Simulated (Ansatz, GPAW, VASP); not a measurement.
# Cu: programs and potentials compared

```
Cu
1.0
     0.00000    1.80750    1.80750
     1.80750    0.00000    1.80750
     1.80750    1.80750    0.00000
Cu
1
Direct
  0.00000 0.00000 0.00000
```

Alike in all runs: task single point; functional PBE; k mesh 13 × 13 × 13; occupations gaussian, width 0.011 eV; no spin polarisation; no spin-orbit coupling. Pressure is positive in compression and, in plane waves, holds the error of the finite cutoff.

```csv
program and potentials,plane-wave cutoff (eV),notes,pressure (GPa)
"VASP, PBE PAW files Cu, 520 eV",520,-,?
"GPAW, GPAW PAW data sets (gpaw-data 1.2.1)",600,-,3.07
"Ansatz, all-electron LAPW, scalar-relativistic",-,-,1.65
```

**Question.** Estimate from the other rows what the run with VASP, PBE PAW files Cu, 520 eV gave.

**Answer.** Pressure 2.19 GPa. The other rows, which needn't bracket it: pressure 1.65 to 3.07.
